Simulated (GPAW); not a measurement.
# Al2O3 (Corundum) (R-3c) in GPAW: Born charges with RPBE+D3

Aim: the Born charges of Al2O3 (Corundum) with RPBE+D3.

Program: GPAW 26.7.0. These are calculated values, not measurements. Logs are shortened: lines on timing, memory, paths and dates and some standing lists are left out, and cuts for length are marked. The log counts tension as positive stress, the text compression.

**Experimental background.**

From “Multi-petahertz electron interference in Cr:Al2O3 solid-state material”, 2018, pmc:5906618, for a bulk crystal of Al2O3: band gap 8.7 eV (optical).

The runs below are set against these values where they give the same quantity.

**1. The crystal as given**

The structure is trigonal, space group R-3c (No. 167). The conventional cell has a = 4.760 Å, b = 4.760 Å, c = 12.996 Å, α = 90.00°, β = 90.00°, γ = 120.00°. Al (site symmetry 3) is surrounded by 6 O at 1.85 to 1.97 Å. O (site symmetry 2) has 4 Al at 1.85 to 1.97 Å as nearest neighbours.

**2. Born charges, RPBE+D3**

run.py

```python
import json
import numpy as np
from ase import Atoms
from ase.calculators.mixing import SumCalculator
from ase.constraints import FixSymmetry
from ase.filters import FrechetCellFilter
from ase.io import read, write
from ase.optimize import BFGS
from contextlib import redirect_stdout
from dftd3.ase import DFTD3
from io import StringIO
from phonopy import Phonopy
from phonopy.structure.atoms import PhonopyAtoms
from gpaw import GPAW, PW
from gpaw.berryphase import polarization_phase

atoms = read('Al2O3.cif')

calc = GPAW(mode=PW(800),
            xc='RPBE',
            kpts={'size': (4, 4, 4), 'gamma': True},
            occupations={'name': 'fermi-dirac', 'width': 0.01},
            nbands=44,
            convergence={'density': 1e-06, 'eigenstates': 1e-09},
            maxiter=150,
            txt='gpaw.txt')
atoms.calc = SumCalculator([calc, DFTD3(method='rpbe', damping='d3zero')])
atoms.set_constraint(FixSymmetry(atoms))
BFGS(FrechetCellFilter(atoms), trajectory='relax.traj', logfile='-').run(fmax=0.005, steps=40)
atoms.set_constraint()
energy = atoms.get_potential_energy()
forces = atoms.get_forces()
stress = atoms.get_stress()
calc.write('gs.gpw')
write('result.traj', atoms)
print('Cell:', atoms.cell.cellpar().round(4))
print(atoms.get_scaled_positions().round(5))

n = len(atoms)
unit = PhonopyAtoms(symbols=atoms.get_chemical_symbols(), cell=atoms.cell[:], scaled_positions=atoms.get_scaled_positions())
ph = Phonopy(unit, supercell_matrix=np.eye(3, dtype=int), primitive_matrix=np.eye(3), symprec=1e-4)
ph.generate_displacements(distance=0.02, is_plusminus=True)
forces, phases = [], []
for i, move in enumerate(ph.dataset['first_atoms']):
    b = atoms.copy()
    b.positions[move['number']] += move['displacement']
    c = GPAW(mode=PW(680),
             xc='RPBE',
             kpts={'size': (4, 4, 4), 'gamma': True},
             occupations={'name': 'fermi-dirac', 'width': 0.01},
             nbands=44,
             convergence={'density': 1e-06, 'eigenstates': 1e-09},
             maxiter=150,
             symmetry='off',
             txt=f'disp-{i:02d}.txt')
    b.calc = SumCalculator([c, DFTD3(method='rpbe', damping='d3zero')])
    f = b.get_forces()
    forces.append(f - f.mean(axis=0))
    with redirect_stdout(StringIO()):
        phases.append(polarization_phase(calc=c)['phase_c'])
    print(move['number'], np.round(move['displacement'], 4), 'phases', phases[-1].round(5), flush=True)

# each pair of opposite moves, with its images under the space group
ops, cell, spos = ph.symmetry.symmetry_operations, atoms.cell[:].T, atoms.get_scaled_positions()
moves, dipoles = [[] for a in atoms], [[] for a in atoms]
for move, up, down in zip(ph.dataset['first_atoms'][::2], phases[::2], phases[1::2]):
    dphi = (up - down + np.pi) % (2 * np.pi) - np.pi
    dp = dphi @ atoms.cell[:] / (2 * np.pi)  # e A
    for w, t in zip(ops['rotations'], ops['translations']):
        x = w @ spos[move['number']] + t - spos
        b = np.linalg.norm(x - x.round(), axis=1).argmin()
        R = cell @ w @ np.linalg.inv(cell)
        moves[b].append(R @ move['displacement'] * 2)
        dipoles[b].append(R @ dp)
Z = np.array([np.linalg.lstsq(np.array(u), np.array(p), rcond=None)[0].T for u, p in zip(moves, dipoles)])  # Z[a, i, j] = dp_i / du_j
ph.forces = forces
ph.produce_force_constants()
ph.symmetrize_force_constants()
H = ph.force_constants.transpose(0, 2, 1, 3).reshape((3 * n, 3 * n))
rule = Z.sum(axis=0)
print('Sum of the charges:')
print(rule.round(4))
Z -= rule / n
for a in atoms:
    print(a.symbol)
    print(Z[a.index].round(3))
w = np.repeat(atoms.get_masses()**-0.5, 3)
omega2, modes = np.linalg.eigh(H * w * w[:, None])
nu = np.sign(omega2) * abs(omega2)**0.5 * 521.4709  # cm^-1
dipoles = np.einsum('aij,ajm->mi', Z, (modes * w[:, None]).reshape((n, 3, -1)))  # e / amu^0.5
optical = np.argsort(abs(omega2))[3:]
eps_ion = sum(np.outer(dipoles[m], dipoles[m]) / omega2[m] for m in optical) * 4 * np.pi * 14.399645 / atoms.get_volume()
for m in range(3 * n):
    print(f'{nu[m]:9.2f} cm^-1  IR {(dipoles[m]**2).sum():8.4f} e^2/amu')
print('Lattice part of the dielectric tensor:')
print(eps_ion.round(3))
json.dump({'Z': Z.tolist(), 'rule': rule.tolist(), 'nu': nu.tolist(), 'ir': (dipoles**2).sum(1).tolist(), 'eps_ion': eps_ion.tolist()},
          open('born.json', 'w'))
```

Al2O3.cif

```cif
data_Al2O3
_cell_length_a 5.13022308
_cell_length_b 5.13022308
_cell_length_c 5.13022308
_cell_angle_alpha 55.28667080
_cell_angle_beta 55.28667080
_cell_angle_gamma 55.28667080
_space_group_name_H-M_alt 'P1'
_space_group_name_Hall 'P 1'
_space_group_IT_number 1
loop_
_space_group_symop_operation_xyz
'x,y,z'
loop_
_atom_site_label
_atom_site_type_symbol
_atom_site_symmetry_multiplicity
_atom_site_Wyckoff_symbol
_atom_site_fract_x
_atom_site_fract_y
_atom_site_fract_z
_atom_site_occupancy
Al1 Al 1 a 0.8521600000 0.8521600000 0.8521600000 1
Al2 Al 1 a 0.6478400000 0.6478400000 0.6478400000 1
Al3 Al 1 a 0.1478400000 0.1478400000 0.1478400000 1
Al4 Al 1 a 0.3521600000 0.3521600000 0.3521600000 1
O1 O 1 a 0.0566800000 0.7500000000 0.4433200000 1
O2 O 1 a 0.7500000000 0.4433200000 0.0566800000 1
O3 O 1 a 0.4433200000 0.0566800000 0.7500000000 1
O4 O 1 a 0.9433200000 0.2500000000 0.5566800000 1
O5 O 1 a 0.2500000000 0.5566800000 0.9433200000 1
O6 O 1 a 0.5566800000 0.9433200000 0.2500000000 1
```

Potentials or basis: the program's PAW data sets (release 1.2.1) made for this functional, pw.

Launch:

```
$ OMP_NUM_THREADS=1 python run.py
```

gpaw.txt:

```text
__  _  _
 | _ |_)|_||  |
 |__||  | ||/\| - 26.7.0

Input parameters:
  mode=PW(ecut=800.0),
  convergence={'density': 1e-06, 'eigenstates': 1e-09},
  kpts=MonkhorstPack(size=(4, 4, 4), gamma=True),
  maxiter=150,
  nbands=44,
  occupations=Occupations(name='fermi-dirac', width=0.01),
  xc=XC(name='RPBE')

Diagonalizing LCAO Hamiltonian
Converting LCAO to pw mode

                   O         Al

                       Al
              OO     OO
             Al

       Al        O

Atoms  # Å, Bohr magnetons
|   | symbol |        x |        y |        z |    initial magnetic moments |
|---|--------|----------|----------|----------|-----------------------------|
| 0 |     Al | 9.350962 | 4.897574 | 3.348741 | ( 0.0000,  0.0000,  0.0000) |
| 1 |     Al | 7.108909 | 3.723297 | 2.545823 | ( 0.0000,  0.0000,  0.0000) |
| 2 |     Al | 1.622285 | 0.849673 | 0.580968 | ( 0.0000,  0.0000,  0.0000) |
| 3 |     Al | 3.864339 | 2.023951 | 1.383886 | ( 0.0000,  0.0000,  0.0000) |
| 4 |      O | 3.777080 | 3.841171 | 1.742119 | ( 0.0000,  0.0000,  0.0000) |
| 5 |      O | 5.308423 | 1.956255 | 0.222736 | ( 0.0000,  0.0000,  0.0000) |
| 6 |      O | 4.631056 | 1.386634 | 2.947282 | ( 0.0000,  0.0000,  0.0000) |
| 7 |      O | 7.196167 | 1.906076 | 2.187591 | ( 0.0000,  0.0000,  0.0000) |
| 8 |      O | 5.664824 | 3.790993 | 3.706973 | ( 0.0000,  0.0000,  0.0000) |
| 9 |      O | 6.342191 | 4.360613 | 0.982427 | ( 0.0000,  0.0000,  0.0000) |

Unit cell  # Å
| periodic |        x |        y |         z |  lengths |    angles |
|----------|----------|----------|-----------|----------|-----------|
|      yes | 5.130223 | 0.000000 | -0.000000 | 5.130223 | 55.286671 |
|      yes | 2.921512 | 4.217103 |  0.000000 | 5.130223 | 55.286671 |
|      yes | 2.921512 | 1.530144 |  3.929709 | 5.130223 | 55.286671 |

Number of symmetries: 6
Symmetry operations  # r_c * U_cc + t_c -> r_c
|   | kind |            matrix            |
|---|------|------------------------------|
| 0 |  E   |  1, 0, 0,  0, 1, 0,  0, 0, 1 |
| 1 |  C3  |  0, 1, 0,  0, 0, 1,  1, 0, 0 |
| 2 |  C3  |  0, 0, 1,  1, 0, 0,  0, 1, 0 |
| 3 |  S6  |  0, 0,-1, -1, 0, 0,  0,-1, 0 |
| 4 |  S6  |  0,-1, 0,  0, 0,-1, -1, 0, 0 |
| 5 |  i   | -1, 0, 0,  0,-1, 0,  0, 0,-1 |
[... 131 lines left out ...]
SCF iterations
|iter     | |      energy | eigst |  dens |
|---------|-|-------------|-------|-------|
|iter:   1| |  -78.150632 | +0.31 |       |
|iter:   2| |  -76.451379 | -1.91 | -0.72 |
|iter:   3| |  -71.382527 | -0.94 | -0.77 |
|iter:   4| |  -71.534851 | -2.76 | -1.34 |
|iter:   5| |  -71.611174 | -3.29 | -1.64 |
|iter:   6| |  -71.611673 | -5.10 | -2.84 |
|iter:   7| |  -71.611772c| -6.14 | -3.23 |
|iter:   8| |  -71.611774c| -7.77 | -4.27 |
|iter:   9| |  -71.611774c| -8.65 | -4.73 |
|iter:  10| |  -71.611774c| -9.26c| -5.75 |
|iter:  11| |  -71.611774c| -9.92c| -6.24c|

Converged in 11 steps
Energy contributions relative to reference atoms: (reference = -38684.369811)

Energy contributions:
  Kinetic:          94.249812
  Coulomb:         -83.142261
  Zero:              1.366621
  External:          0.000000
  Xc:              -84.085947
  Entropy:          -0.000000
  Spinorbit:         0.000000
  ----------------------------
  Free energy:     -71.611774
  Extrapolated:    -71.611774
[... 226 lines left out ...]
SCF iterations
|iter     | |      energy | eigst |  dens |
|---------|-|-------------|-------|-------|
|iter:   1| |  -71.629846 | -2.83 |       |
|iter:   2| |  -71.629348 | -5.80 | -2.55 |
|iter:   3| |  -71.627433c| -4.23 | -2.59 |
|iter:   4| |  -71.627490c| -5.97 | -3.34 |
|iter:   5| |  -71.627508c| -7.07 | -3.71 |
|iter:   6| |  -71.627514c| -8.23 | -4.11 |
|iter:   7| |  -71.627514c| -9.95c| -5.12 |
|iter:   8| |  -71.627514c| -9.77c| -5.72 |
|iter:   9| |  -71.627514c|-10.76c| -6.48c|

Converged in 9 steps
Energy contributions relative to reference atoms: (reference = -38684.369811)

Energy contributions:
  Kinetic:          93.254924
  Coulomb:         -82.362898
  Zero:              1.367532
  External:          0.000000
  Xc:              -83.887073
  Entropy:          -0.000000
  Spinorbit:         0.000000
  ----------------------------
  Free energy:     -71.627514
  Extrapolated:    -71.627514
[... 226 lines left out ...]
SCF iterations
|iter     | |      energy | eigst |  dens |
|---------|-|-------------|-------|-------|
|iter:   1| |  -72.088206 | -0.80 |       |
|iter:   2| |  -72.023935 | -3.74 | -1.53 |
|iter:   3| |  -71.771509 | -2.11 | -1.57 |
|iter:   4| |  -71.765030 | -3.62 | -2.23 |
|iter:   5| |  -71.765107c| -4.71 | -2.63 |
|iter:   6| |  -71.765234c| -6.02 | -3.08 |
|iter:   7| |  -71.765236c| -7.82 | -4.06 |
|iter:   8| |  -71.765236c| -8.55 | -4.50 |
|iter:   9| |  -71.765236c| -9.11c| -5.36 |
|iter:  10| |  -71.765236c| -9.84c| -5.97 |
|iter:  11| |  -71.765236c|-10.92c| -6.81c|

Converged in 11 steps
Energy contributions relative to reference atoms: (reference = -38684.369811)

Energy contributions:
  Kinetic:          81.220066
  Coulomb:         -72.916274
  Zero:              1.377747
  External:          0.000000
  Xc:              -81.446775
  Entropy:          -0.000000
  Spinorbit:         0.000000
  ----------------------------
  Free energy:     -71.765236
  Extrapolated:    -71.765236
[... 226 lines left out ...]
SCF iterations
|iter     | |      energy | eigst |  dens |
|---------|-|-------------|-------|-------|
|iter:   1| |  -71.784490 | -2.52 |       |
|iter:   2| |  -71.783338 | -5.45 | -2.38 |
|iter:   3| |  -71.778598c| -3.86 | -2.42 |
|iter:   4| |  -71.778640c| -5.58 | -3.18 |
|iter:   5| |  -71.778664c| -6.66 | -3.57 |
|iter:   6| |  -71.778673c| -7.80 | -3.92 |
|iter:   7| |  -71.778673c| -9.76c| -5.05 |
|iter:   8| |  -71.778673c| -9.33c| -5.54 |
|iter:   9| |  -71.778673c|-10.43c| -6.38c|

Converged in 9 steps
Energy contributions relative to reference atoms: (reference = -38684.369811)

Energy contributions:
  Kinetic:          79.962973
  Coulomb:         -71.932685
  Zero:              1.378689
  External:          0.000000
  Xc:              -81.187650
  Entropy:          -0.000000
  Spinorbit:         0.000000
  ----------------------------
  Free energy:     -71.778673
  Extrapolated:    -71.778673
[... 220 lines left out ...]
convergence criteria:
- Maximum integral of absolute [dens]ity change: 1e-06 electrons / valence electron
- Maximum integral of absolute [eigenst]ate change: 1e-09 eV^2 / valence electron
- Maximum [total energy] change in last 3 cyles: 0.0005 eV / valence electron
maximum number of iterations: 150

SCF iterations
|iter     | |      energy | eigst |  dens |
|---------|-|-------------|-------|-------|
|iter:   1| |  -71.919098 | -1.38 |       |
|iter:   2| |  -71.900544 | -4.30 |
[... cut ...]
iteria:
- Maximum integral of absolute [dens]ity change: 1e-06 electrons / valence electron
- Maximum integral of absolute [eigenst]ate change: 1e-09 eV^2 / valence electron
- Maximum [total energy] change in last 3 cyles: 0.0005 eV / valence electron
maximum number of iterations: 150

SCF iterations
|iter     | |      energy | eigst |  dens |
|---------|-|-------------|-------|-------|
|iter:   1| |  -71.805153 | -4.11 |       |
|iter:   2| |  -71.805219 | -7.00 | -3.01 |
|iter:   3| |  -71.805893c| -5.26 | -3.04 |
|iter:   4| |  -71.805972c| -7.38 | -3.70 |
|iter:   5| |  -71.805991c| -8.50 | -4.04 |
|iter:   6| |  -71.805994c| -9.18c| -4.52 |
|iter:   7| |  -71.805994c| -9.26c| -5.71 |
|iter:   8| |  -71.805994c| -9.97c| -6.32c|

Converged in 8 steps
Energy contributions relative to reference atoms: (reference = -38684.369811)

Energy contributions:
  Kinetic:          77.761932
  Coulomb:         -70.230743
  Zero:              1.380323
  External:          0.000000
  Xc:              -80.717506
  Entropy:          -0.000000
  Spinorbit:         0.000000
  ----------------------------
  Free energy:     -71.805994
  Extrapolated:    -71.805994
[... 226 lines left out ...]
SCF iterations
|iter     | |      energy | eigst |  dens |
|---------|-|-------------|-------|-------|
|iter:   1| |  -71.805238 | -4.30 |       |
|iter:   2| |  -71.805320 | -7.20 | -3.06 |
|iter:   3| |  -71.806083c| -5.45 | -3.09 |
|iter:   4| |  -71.806156c| -7.66 | -3.73 |
|iter:   5| |  -71.806175c| -8.70 | -4.07 |
|iter:   6| |  -71.806175c| -9.97c| -5.08 |
|iter:   7| |  -71.806175c| -9.31c| -5.71 |
|iter:   8| |  -71.806175c|-10.12c| -6.39c|

Converged in 8 steps
Energy contributions relative to reference atoms: (reference = -38684.369811)

Energy contributions:
  Kinetic:          77.726327
  Coulomb:         -70.203575
  Zero:              1.380388
  External:          0.000000
  Xc:              -80.709314
  Entropy:          -0.000000
  Spinorbit:         0.000000
  ----------------------------
  Free energy:     -71.806175
  Extrapolated:    -71.806175
[... 226 lines left out ...]
SCF iterations
|iter     | |      energy | eigst |  dens |
|---------|-|-------------|-------|-------|
|iter:   1| |  -71.805221 | -5.42 |       |
|iter:   2| |  -71.805326 | -8.30 | -3.20 |
|iter:   3| |  -71.806261c| -6.50 | -3.23 |
|iter:   4| |  -71.806296c| -8.41 | -3.91 |
|iter:   5| |  -71.806303c| -9.28c| -4.23 |
|iter:   6| |  -71.806306c| -9.52c| -4.49 |
|iter:   7| |  -71.806306c| -9.32c| -5.83 |
|iter:   8| |  -71.806306c|-10.34c| -6.79c|

Converged in 8 steps
Energy contributions relative to reference atoms: (reference = -38684.369811)

Energy contributions:
  Kinetic:          77.705245
  Coulomb:         -70.187088
  Zero:              1.380417
  External:          0.000000
  Xc:              -80.704880
  Entropy:          -0.000000
  Spinorbit:         0.000000
  ----------------------------
  Free energy:     -71.806306
  Extrapolated:    -71.806306
[... 40 lines left out ...]
Forces  # eV/Ang
|        x |        y |        z |
|----------|----------|----------|
|  0.00984 |  0.00516 |  0.00353 |  # Al   0
| -0.00976 | -0.00511 | -0.00350 |  # Al   1
| -0.00984 | -0.00516 | -0.00353 |  # Al   2
|  0.00976 |  0.00511 |  0.00350 |  # Al   3
| -0.03297 |  0.02288 |  0.05865 |  # O    4
|  0.00003 |  0.04009 | -0.05867 |  # O    5
|  0.03297 | -0.06295 |  0.00004 |  # O    6
|  0.03297 | -0.02288 | -0.05865 |  # O    7
| -0.00003 | -0.04009 |  0.05867 |  # O    8
| -0.03297 |  0.06295 | -0.00004 |  # O    9

# Writing to gs.gpw (mode='')
```

Run time: 24 min. Hardware: 1 thread of AMD EPYC 7R43 (Zen 3), shared host; peak memory 1.9 GiB.

Results:

- Free energy: -74.3351 eV
- Relaxed volume: 8.80 Å³/atom
- Relaxed cell: a = 5.188 Å, b = 5.188 Å, c = 5.188 Å, α = 55.31°, β = 55.31°, γ = 55.31°
- Space group after relaxing (to 0.05 Å): R-3c (No. 167)
- Pressure after relaxing: 0.0 GPa
- Band gap on the k mesh: 5.90 eV, direct
- Born charges (mean of the diagonal): Al +2.98; O -1.99 e
- Highest phonon frequency at Γ, LO-TO splitting left out: 736 cm⁻¹
- Dispersion energy per atom: -0.253 eV

Final structure:
```
Al O
1.0
     5.18819   -0.00090   -0.00062
     2.95378    4.26527   -0.00062
     2.95378    1.54705    3.97482
Al O
4 6
Direct
  0.85186 0.85186 0.85186
  0.64814 0.64814 0.64814
  0.14814 0.14814 0.14814
  0.35186 0.35186 0.35186
  0.05703 0.75000 0.44297
  0.75000 0.44297 0.05703
  0.44297 0.05703 0.75000
  0.94297 0.25000 0.55703
  0.25000 0.55703 0.94297
  0.55703 0.94297 0.25000
```

Levels at points of the mesh, in eV from the valence-band top:
```tsv
k point	band 22	band 23	band 24	band 25	band 26	band 27
(0.00, 0.00, 0.00)	-0.05	-0.05	0.00	5.90	8.98	10.49
(0.50, 0.00, 0.00)	-0.87	-0.26	-0.26	9.19	9.19	9.45
(0.50, 0.50, 0.00)	-0.89	-0.71	-0.25	9.40	9.59	9.69
(0.50, 0.50, 0.50)	-0.37	-0.37	-0.37	8.40	8.40	11.00
```

Phonon frequencies in cm⁻¹ (negative: imaginary):
| q point | frequencies |
| --- | --- |
| (0.000, 0.000, 0.000) | 0 0 0 290 364 364 370 370 378 399 414 414 422 422 430 430 519 555 555 560 560 569 586 617 617 625 674 734 734 736 |

Born effective charge tensors (e):
atom 1, Al
```
 2.97  0.00 -0.02
-0.02  2.99  0.03
 0.01 -0.03  2.99
```
atom 2, Al
```
 2.97 -0.02  0.01
 0.00  2.99 -0.03
-0.02  0.03  2.99
```
atom 3, Al
```
 2.97  0.00 -0.02
-0.02  2.99  0.03
 0.01 -0.03  2.99
```
atom 4, Al
```
 2.97 -0.02  0.01
 0.00  2.99 -0.03
-0.02  0.03  2.99
```
atom 5, O
```
-1.85 -0.23  0.23
-0.15 -2.17 -0.06
 0.20 -0.10 -1.95
```
atom 6, O
```
-2.24  0.12  0.08
 0.04 -1.78  0.22
 0.03  0.22 -1.95
```
atom 7, O
```
-1.85  0.13 -0.29
 0.13 -2.03 -0.15
-0.21 -0.11 -2.09
```
atom 8, O
```
-1.85 -0.23  0.23
-0.15 -2.17 -0.06
 0.20 -0.10 -1.95
```
atom 9, O
```
-2.24  0.12  0.08
 0.04 -1.78  0.22
 0.03  0.22 -1.95
```
atom 10, O
```
-1.85  0.13 -0.29
 0.13 -2.03 -0.15
-0.21 -0.11 -2.09
```

Caveat: the k mesh is coarse; the cutoff is short for stress and forces, so pressures can be off by a GPa or more; the LO-TO splitting is left out.

**3. How close it comes**

Step 2. A measured gap of Al2O3 is 8.7 eV (optical; quoted in “Multi-petahertz electron interference in Cr:Al2O3 solid-state material”, 2018, pmc:5906618); the calculated 5.90 eV misses it by -2.80 eV. The value is that of RPBE+D3, without temperature or zero-point motion. Semilocal functionals fall short of measured gaps as a rule.
